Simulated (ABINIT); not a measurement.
# ZrSe2 (P-3m1) in ABINIT: notebook

The runs below take ZrSe2 through relaxation of cell and atoms, single point, with LDA.

All numbers are computed with ABINIT 10.8.3 (patched build); they aren't measurements. Logs are shortened: lines on timing, memory, paths and dates and some standing lists are left out, and cuts for length are marked. The log counts tension as positive stress, the text compression.

**Experimental background.**

“Stress-Tuned Optical Transitions in Layered 1T-MX2 (M= Hf, Zr, Sn; X= S, Se) Crystals”, 2022, arxiv:2210.12074 quotes, for a bulk crystal of ZrSe2: band gap 1.2 eV (indirect).

The runs below are set against these values where they give the same quantity.

**1. Starting point**

Symmetry: P-3m1, No. 164, trigonal system. The conventional cell has a = 3.798 Å, b = 3.798 Å, c = 6.192 Å, α = 90.00°, β = 90.00°, γ = 120.00°. Zr (site symmetry -3m) is surrounded by 6 Se at 2.68 Å. Se (site symmetry 3m) is surrounded by 3 Zr at 2.68 Å.

**2. Relaxation of cell and atoms, LDA**

run.abi reads:

```
# Pseudopotentials
pp_dirpath "./"
pseudos "Zr.hgh, Se.hgh"

# Structure
acell 7.1771798213 7.1771798214 11.7011841637
rprim
     1.0000000000     0.0000000000     0.0000000000
    -0.5000000000     0.8660254038     0.0000000000
     0.0000000000     0.0000000000     1.0000000000
ntypat 2
znucl 40 34
natom 3
typat 1 2 2
chkprim 0
chksymtnons 0
tolsym 1.0e-6
xred
            0.0            0.0            0.0
            2/3            1/3            3/4
            1/3            2/3            1/4

# Plane-wave basis
ecut 27.0
ecutsm 0.5

# k points
kptopt 1
ngkpt 6 6 4
nshiftk 1
shiftk 0.0 0.0 0.0

# Exchange and correlation
ixc 7

# Bands and occupations
nband 12
occopt 3
tsmear 0.00183747

# SCF cycle
nstep 80
tolvrs 1.0e-12

# Output
iomode 3
prteig 0
prtebands 0
prtwf 0
prtden 0

# Relaxation
ionmov 2
optcell 2
ntime 50
tolmxf 2.0e-5
dilatmx 1.08
```

Potentials or basis: HGH LDA.

Started as:

```
$ abinit run.abi > log 2>&1
```

run.abo:

```text
.Version 10.8.3 of ABINIT
 Symmetries : space group P-3 m 1 (#164); Bravais hP (primitive hexag.)
================================================================================
 Values of the parameters that define the memory need of the present run
     intxc =       0    ionmov =       2      iscf =       7    lmnmax =       7
     lnmax =       7     mgfft =      60  mpssoang =       3    mqgrid =    3001
     natom =       3  nloc_mem =       1    nspden =       1   nspinor =       1
    nsppol =       1      nsym =      12    n1xccc =       0    ntypat =       2
    occopt =       3   xclevel =       1
       mpw =        4428          nfft =       96000          nkpt =          24
================================================================================
================================================================================

--------------------------------------------------------------------------------
------------- Echo of variables that govern the present computation ------------
--------------------------------------------------------------------------------
 -outvars: echo values of preprocessed input variables --------
            acell      7.1771798213E+00  7.1771798214E+00  1.1701184164E+01 Bohr
              amu      9.12240000E+01  7.89600000E+01
          chkprim           0
      chksymtnons           0
          dilatmx      1.08000000E+00
             ecut      2.70000000E+01 Hartree
           ecutsm      5.00000000E-01 Hartree
           ionmov           2
              ixc           7
         kptrlatt        6    0    0      0    6    0      0    0    4
          kptrlen      4.30630789E+01
            natom           3
            nband          12
            ngfft          40      40      60
             nkpt          24
            nstep          80
             nsym          12
            ntime          50
           ntypat           2
           occopt           3
          optcell           2
           prtden           0
        prtebands           0
           prteig           0
            prtwf           0
            rprim      1.0000000000E+00  0.0000000000E+00  0.0000000000E+00
                      -5.0000000000E-01  8.6602540380E-01  0.0000000000E+00
                       0.0000000000E+00  0.0000000000E+00  1.0000000000E+00
          spgroup         164
           tolmxf      2.00000000E-05
           tolsym      1.00000000E-06
           tolvrs      1.00000000E-12
           tsmear      1.83747000E-03 Hartree
            typat      1  2  2
           xangst      0.0000000000E+00  0.0000000000E+00  0.0000000000E+00
                       1.8989999987E+00  1.0963881605E+00  4.6439999969E+00
                      -1.7639131250E-11  2.1927763210E+00  1.5479999990E+00
            xcart      0.0000000000E+00  0.0000000000E+00  0.0000000000E+00
                       3.5885899106E+00  2.0718733510E+00  8.7758881228E+00
                      -3.3333127161E-11  4.1437467020E+00  2.9252960409E+00
             xred      0.0000000000E+00  0.0000000000E+00  0.0000000000E+00
                       6.6666666667E-01  3.3333333333E-01  7.5000000000E-01
                       3.3333333333E-01  6.6666666667E-01  2.5000000000E-01
            znucl       40.00000   34.00000

================================================================================

 chkinp: Checking input parameters for consistency.

================================================================================
== DATASET  1 ==================================================================

--- !DatasetInfo
iteration_state: {dtset: 1, }
dimensions: {natom: 3, nkpt: 24, mband: 12, nsppol: 1, nspinor: 1, nspden: 1, mpw: 4428, }
cutoff_energies: {ecut:  27.0, pawecutdg:  -1.0, }
electrons: {nelect:   1.60000000E+01, charge:   0.00000000E+00, occopt:   3.00000000E+00, tsmear:   1.83747000E-03, }
meta: {optdriver: 0, ionmov: 2, optcell: 2, iscf: 7, paral_kgb: 0, }
...

 Exchange-correlation functional for the present dataset will be:
  LDA: Perdew-Wang 92 LSD fit to Ceperley-Alder data - ixc=7
  J.P.Perdew and Y.Wang, PRB 45, 13244 (1992)

 Real(R)+Recip(G) space primitive vectors, cartesian coordinates (Bohr,Bohr^-1):
 R(1)=  7.1771798  0.0000000  0.0000000  G(1)=  0.1393305  0.0804425  0.0000000
 R(2)= -3.5885899  6.2156201  0.0000000  G(2)=  0.0000000  0.1608850  0.0000000
 R(3)=  0.0000000  0.0000000 11.7011842  G(3)=  0.0000000  0.0000000  0.0854614
 Unit cell volume ucvol=  5.2199711E+02 bohr^3
 Angles (23,13,12)=  9.00000000E+01  9.00000000E+01  1.20000000E+02 degrees

 getcut: wavevector=  0.0000  0.0000  0.0000  ngfft=  40  40  60
         ecut(hartree)=     31.493   => boxcut(ratio)=   2.02979

--- Pseudopotential description ------------------------------------------------
- pspini: atom type   1  psp file is ./Zr.hgh
  40.00000   4.00000     10605                znucl, zion, pspdat
    3    1    2    0      2001   0.00000      pspcod,pspxc,lmax,lloc,mmax,r2well

 pspatm : COMMENT -
  the projectors are not normalized,
  so that the KB energies are not consistent with
  definition in PRB44, 8503 (1991).
  However, this does not influence the results obtained hereafter.

- pspini: atom type   2  psp file is ./Se.hgh
  34.00000   6.00000     10605                znucl, zion, pspdat
    3    1    2    0      2001   0.00000      pspcod,pspxc,lmax,lloc,mmax,r2well

 pspatm : COMMENT -
  the projectors are not normalized,
  so that the KB energies are not consistent with
  definition in PRB44, 8503 (1991).
  However, this does not influence the results obtained hereafter.

   4.56772647E+02                                ecore*ucvol(ha*bohr**3)
--------------------------------------------------------------------------------

================================================================================

=== [ionmov= 2] Broyden-Fletcher-Goldfarb-Shanno method (forces)
================================================================================

--- Iteration: ( 1/50) Internal Cycle: (1/1)
--------------------------------------------------------------------------------

---SELF-CONSISTENT-FIELD CONVERGENCE--------------------------------------------
[... 1364 lines left out ...]
 Difference of energy with previous step (new-old):
           Absolute (Ha)=-1.09126E-07
           Relative     =-4.90965E-09

 At Broyd/MD step  13, gradients are converged :
  max grad (force/stress) = 1.6200E-05 < tolmxf= 2.0000E-05 ha/bohr (free atoms)

================================================================================

 ----iterations are completed or convergence reached----

 Mean square residual over all n,k,spin=   16.289E-09; max=  46.904E-07
 reduced coordinates (array xred) for    3 atoms
       0.000000000000     -0.000000000000      0.000000000000
       0.666666666667      0.333333333333      0.734111475891
       0.333333333333      0.666666666667      0.265888524109
 rms dE/dt=  3.8432E-06; max dE/dt=  8.1527E-06; dE/dt below (all hartree)
    1       0.000000000000      0.000000000000      0.000000000000
    2       0.000000000000     -0.000000000000      0.000008152735
    3       0.000000000000      0.000000000000     -0.000008152735

 cartesian coordinates (angstrom) at end:
    1      0.00000000000000    -0.00000000000000     0.00000000000000
    2      1.83251374145961     1.05800230196406     4.35137941974540
    3     -0.00000000001702     2.11600460392812     1.57603019398446

 cartesian forces (hartree/bohr) at end:
    1      0.00000000000000     0.00000000000000    -0.00000000000000
    2     -0.00000000000000     0.00000000000000    -0.00000072784601
    3     -0.00000000000000    -0.00000000000000     0.00000072784601
 frms,max,avg= 3.4310990E-07 7.2784601E-07   0.000E+00  0.000E+00  0.000E+00 h/b

 cartesian forces (eV/Angstrom) at end:
    1      0.00000000000000     0.00000000000000    -0.00000000000000
    2     -0.00000000000000     0.00000000000000    -0.00003742734659
    3     -0.00000000000000    -0.00000000000000     0.00003742734659
 frms,max,avg= 1.7643420E-05 3.7427347E-05   0.000E+00  0.000E+00  0.000E+00 e/A
 length scales=  6.925898186675  6.925898186864 11.201180806022 bohr
              =  3.665027482936  3.665027483037  5.927409613730 angstroms
 Fermi (or HOMO) energy (hartree) =   0.18591   Average Vxc (hartree)=  -0.34477
 Eigenvalues (hartree) for nkpt=  24  k points:
 kpt#   1, nband= 12, wtk=  0.00694, kpt=  0.0000  0.0000  0.0000 (reduced coord)
  -0.32616   -0.27081   -0.01567    0.07796    0.07796    0.18758    0.18758    0.19144
   0.22182    0.22182    0.23210    0.33569
      occupation numbers for kpt#   1
   2.00000    2.00000    2.00000    2.00000    2.00000    0.57473    0.57473    0.09411
   0.00000    0.00000    0.00000    0.00000
 prteigrs : prtvol=0 or 1, do not print more k-points.

--- !EnergyTerms
iteration_state     : {dtset: 1, itime: 13, icycle: 1, }
comment             : Components of total free energy in Hartree
kinetic             :  9.52846414908866E+00
hartree             :  2.01102345851285E+00
xc                  : -5.24617754497015E+00
Ewald energy        : -2.26138185028749E+01
psp_core            :  9.81642706582494E-01
local_psp           : -8.45992493132879E+00
non_local_psp       :  1.57217358220161E+00
internal            : -2.22266170827883E+01
'-kT*entropy'       : -1.59191733924416E-04
total_energy        : -2.22267762745222E+01
total_energy_eV     : -6.04821394209030E+02
band_energy         : -1.85862385689369E-01
...

 rms coord change=  7.4899E-03   atom, delta coord (reduced):
     1        0.000000000000     -0.000000000000      0.000000000000
     2        0.000000000000      0.000000000000     -0.015888524109
     3        0.000000000000      0.000000000000      0.015888524109

 Cartesian components of stress tensor (hartree/bohr^3)
  sigma(1 1)= -2.36521306E-08  sigma(3 2)=  0.00000000E+00
  sigma(2 2)= -2.36522652E-08  sigma(3 1)=  0.00000000E+00
  sigma(3 3)= -1.61996306E-07  sigma(2 1)=  1.69702730E-14

-Cartesian components of stress tensor (GPa)         [Pressure=  2.0526E-03 GPa]
- sigma(1 1)= -6.95869708E-04  sigma(3 2)=  0.00000000E+00
- sigma(2 2)= -6.95873668E-04  sigma(3 1)=  0.00000000E+00
- sigma(3 3)= -4.76609587E-03  sigma(2 1)=  4.99282670E-10

== END DATASET(S) ==============================================================
================================================================================

 -outvars: echo values of variables after computation  --------
            acell      6.9258981867E+00  6.9258981869E+00  1.1201180806E+01 Bohr
           etotal     -2.2226776275E+01
            fcart      1.0367445591E-28  5.9856475025E-29 -3.5293039469E-23
                      -5.1837227954E-29  1.4964118756E-28 -7.2784600865E-07
                      -5.1837227954E-29 -2.0949766259E-28  7.2784600865E-07
            rprim      1.0000000000E+00  0.0000000000E+00  0.0000000000E+00
                      -4.9999999999E-01  8.6602540379E-01  0.0000000000E+00
                       0.0000000000E+00  0.0000000000E+00  1.0000000000E+00
           strten     -2.3652130634E-08 -2.3652265234E-08 -1.6199630610E-07
                       0.0000000000E+00  0.0000000000E+00  1.6970273029E-14
           xangst      1.4646631343E-27 -1.7194465972E-27  0.0000000000E+00
                       1.8325137415E+00  1.0580023020E+00  4.3513794197E+00
                      -1.7021614777E-11  2.1160046039E+00  1.5760301940E+00
             xred      1.2876852377E-28 -5.4172742787E-28  0.0000000000E+00
                       6.6666666667E-01  3.3333333333E-01  7.3411147589E-01
                       3.3333333333E-01  6.6666666667E-01  2.6588852411E-01
 Calculation completed.
```

Run time: 8 min. Hardware: 1 thread of Arm Neoverse V1, shared host; peak memory 0.09 GiB.

Results:

```
Free energy                            : -604.8214 eV
Relaxed volume                         : 22.98 Å³/atom
Relaxed cell                           : a = 3.665 Å, b = 3.665 Å, c = 5.927 Å, α = 90.00°, β = 90.00°, γ = 120.00°
Space group after relaxing (to 0.05 Å) : P-3m1 (No. 164)
Energy gained by relaxing              : 31.6 meV/atom
Ionic steps                            : 13
Pressure after relaxing                : 0.0 GPa
Band gap on the k mesh                 : none (metal or under the smearing width)
```

Step by step:
| step | energy change (eV) | largest force (eV/Å) | pressure (GPa) | volume (Å³) |
| --- | --- | --- | --- | --- |
| 1 | 0.0000 | 0.2360 | -4.21 | 77.35 |
| 2 | -0.0253 | 0.0976 | -3.27 | 76.36 |
| 3 | -0.0609 | 0.3646 | 0.17 | 73.12 |
| 4 | -0.0637 | 0.3232 | 0.00 | 73.13 |
| 5 | -0.0802 | 0.0448 | -0.59 | 72.08 |
| 6 | -0.0817 | 0.0437 | -0.35 | 71.53 |
| 7 | -0.0825 | 0.0591 | -0.06 | 71.04 |
| 8 | -0.0836 | 0.0703 | 0.16 | 70.63 |
| 9 | -0.0871 | 0.0860 | 0.53 | 69.61 |
| 10 | -0.0913 | 0.0750 | 0.93 | 68.19 |
| 11 | -0.0936 | 0.0459 | 0.58 | 68.40 |
| 12 | -0.0947 | 0.0014 | -0.01 | 69.00 |
| 13 | -0.0947 | 0.0000 | 0.00 | 68.95 |

Final structure:
```
CELL_PARAMETERS angstrom
3.66503 0.00000 0.00000
-1.83251 3.17401 0.00000
0.00000 0.00000 5.92741
ATOMIC_POSITIONS crystal
Zr 0.00000 0.00000 0.00000
Se 0.66667 0.33333 0.73411
Se 0.33333 0.66667 0.26589
```

Caveat: the volume moved by -11 % from the deposited cell, more than functionals usually miss; HGH potentials are hard and often keep d shells in the core, so these values are rough. LDA usually gives volumes a few per cent too small.

**3. Single point, LDA (cell relaxed)**

run.abi reads:

```
pp_dirpath "./"
pseudos "Zr.hgh, Se.hgh"

acell 6.9258981953 6.9258981875 11.2011808103
rprim
     1.0000000000     0.0000000000     0.0000000000
    -0.4999999992     0.8660254042     0.0000000000
     0.0000000000     0.0000000000     1.0000000000
ntypat 2
znucl 40 34
natom 3
typat 1 2 2
xcart
     0.0000000000     0.0000000000     0.0000000000
     1.8325137650     1.0580022928     4.3513794487
    -0.0000000150     2.1160046172     1.5760301713 Angstrom
chkprim 0
chksymtnons 0
tolsym 1.0e-6

ecut 27.0

kptopt 1
ngkpt 6 6 4
nshiftk 1
shiftk 0.0 0.0 0.0

ixc 7

nband 12
occopt 3
tsmear 0.05 eV

nstep 100
tolvrs 1.0e-10

iomode 3
prtwf 0
prtden 0
prteig 0
prtebands 0
enunit 2
prtvol 2
```

Potentials or basis: HGH LDA.

Started as:

```
$ abinit run.abi > log 2>&1
```

Wall time 26 s (1 thread of Arm Neoverse V1, shared host); peak memory 0.08 GiB.

Results (log left out):

```
Free energy                                           : -604.8234 eV
Pressure                                              : -0.4 GPa
Band gap on the k mesh                                : none (metal or under the smearing width)
Valence electrons inside the program's atomic spheres : Zr 1.06; Se 3.30
```

Levels at points of the mesh, in eV from the Fermi level:
| k point | band 5 | band 6 | band 7 | band 8 | band 9 | band 10 | band 11 | band 12 |
| --- | --- | --- | --- | --- | --- | --- | --- | --- |
| (0.00, 0.00, 0.00) | -2.94 | 0.05 | 0.05 | 0.15 | 0.98 | 0.98 | 1.26 | 4.08 |
| (0.50, 0.00, 0.00) | -3.17 | -2.76 | -2.70 | -1.59 | 0.21 | 2.76 | 3.27 | 4.69 |
| (0.00, 0.00, 0.50) | -2.86 | -2.75 | -0.27 | -0.27 | 0.93 | 0.93 | 1.87 | 4.76 |
| (0.50, 0.00, 0.50) | -3.06 | -3.02 | -1.04 | -1.02 | -0.06 | 2.75 | 3.24 | 4.30 |

Caveat: HGH potentials are hard and often keep d shells in the core, so these values are rough.

**4. Single point, LDA**

run.abi reads:

```
# Pseudopotentials
pp_dirpath "./"
pseudos "Zr.upf, Se.upf"

# Structure
acell 3.798 3.798 6.192 Angstrom
rprim
     1.0000000000     0.0000000000     0.0000000000
    -0.5000000000     0.8660254038     0.0000000000
     0.0000000000     0.0000000000     1.0000000000
ntypat 2
znucl 40 34
natom 3
typat 1 2 2
xred
     0.0000000000     0.0000000000     0.0000000000
     0.6666666667     0.3333333333     0.7500000000
     0.3333333333     0.6666666667     0.2500000000

# Plane-wave basis
ecut 48.0

# k points
kptopt 1
ngkpt 6 6 4
nshiftk 1
shiftk 0.0 0.0 0.0

# Exchange and correlation
ixc 7

# Bands and occupations
nband 36
occopt 3
tsmear 0.05 eV

# SCF cycle
nstep 100
tolvrs 1.0e-10

# Output
iomode 3
prtwf 0
prteig 0
prtebands 0
enunit 2
prtden 1
prtvha 1
prtvclmb 1
prtpot 1
prtelf 1
```

Potentials or basis: PseudoDojo NC SR LDA v0.4 stringent.

Started as:

```
$ mpirun --bind-to none -np 4 abinit run.abi > log 2>&1
```

Wall time 85 s (4 MPI ranks of Arm Neoverse V2, shared host); peak memory 0.44 GiB.

It converged, with:

```
Free energy                                           : -19967.3760 eV
Pressure                                              : -4.5 GPa
Largest force                                         : 0.071 eV/Å
Band gap on the k mesh                                : 0.28 eV, indirect (least direct gap 0.97 eV)
Valence electrons inside the program's atomic spheres : Zr 8.30; Se 21.29
```

Forces in eV/Å, atoms in the order of the input:
```
Zr   0.000  0.000  0.000
Se   0.000  0.000  0.071
Se   0.000  0.000 -0.071
```

Stress tensor (GPa, compression positive):
```
-5.01  0.00  0.00
 0.00 -5.01  0.00
 0.00  0.00 -3.37
```

Levels at points of the mesh, in eV from the valence-band top:
| k point | band 27 | band 28 | band 29 | band 30 | band 31 | band 32 | band 33 | band 34 |
| --- | --- | --- | --- | --- | --- | --- | --- | --- |
| (0.00, 0.00, 0.00) | -2.74 | -0.05 | -0.05 | 0.00 | 0.97 | 0.97 | 1.48 | 4.31 |
| (0.50, 0.00, 0.00) | -2.71 | -2.51 | -2.16 | -1.37 | 0.48 | 2.42 | 2.76 | 4.76 |
| (0.00, 0.00, 0.50) | -2.69 | -2.12 | -0.22 | -0.22 | 0.94 | 0.94 | 1.85 | 4.71 |
| (0.50, 0.00, 0.50) | -2.69 | -2.55 | -1.05 | -0.98 | 0.28 | 2.42 | 2.74 | 4.46 |

**5. Comparison with measurements**

Step 4. A measured gap of ZrSe2 is 1.2 eV (indirect; quoted in “Stress-Tuned Optical Transitions in Layered 1T-MX2 (M= Hf, Zr, Sn; X= S, Se) Crystals”, 2022, arxiv:2210.12074); the calculated 0.28 eV misses it by -0.92 eV. Spin-orbit coupling on Se, Zr is left out. The value is that of LDA on a finite k mesh, which can miss the band edges, without temperature or zero-point motion. Semilocal functionals fall short of measured gaps as a rule.
